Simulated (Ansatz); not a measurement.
Crystal: Ta2S.

```
Ta S
1.0
     2.80481    0.00000    0.00000
     0.00000    2.80481    0.00000
     0.00000    0.00000    7.53372
Ta S
2 1
Cartesian
  1.4024 1.4024 1.4007
  1.4024 1.4024 6.1330
  1.4024 1.4024 3.7669
```

The cell was built by a generator and needn't be a form met in nature.

| Item | Value |
| --- | --- |
| Program | Ansatz 0.2.0 |
| Task | relaxation of cell and atoms |
| Functional | LDA |
| Potentials or basis | Ansatz PAW |
| Cutoff | 420 eV (not typed: the program's choice for these potentials) |
| k mesh | 7 × 7 × 3 |
| Occupations | fermi-dirac, width 0.05 eV |
| Spin | spin-orbit coupling, no magnetisation |

At the start: volume 19.76 Å³/atom.

Question: How do energy, volume and symmetry change on relaxing?

Answer: It ends after 7 steps and the volume is 18.37 Å³/atom (-7.0 %); space group P4/mmm (No. 123, to 0.05 Å).

The path:
```
step  energy change (eV)  largest force (eV/Å)  volume (Å³)
   1              0.0000                0.1220        59.27
   2             -0.0075                0.6879        51.90
   3             -0.1182                0.1179        55.58
   4             -0.1208                0.0570        55.19
   5             -0.1210                0.0183        55.10
   6             -0.1210                0.0003        55.10
   7             -0.1205                0.0005        55.10
```

Final structure:
```
Ta S
1.0
     2.72666    0.00000    0.00000
     0.00000    2.72666    0.00000
     0.00000    0.00000    7.41171
Ta S
2 1
Direct
  0.50000 0.50000 0.18633
  0.50000 0.50000 0.81367
  0.50000 0.50000 0.50000
```

Caveat: the plane-wave basis is chosen anew once the cell has moved, so the energies of steps on either side of that aren't comparable; the PAW data sets come from PBE, with cores solved anew for the run's functional, which leaves a small shift of forces and pressure.
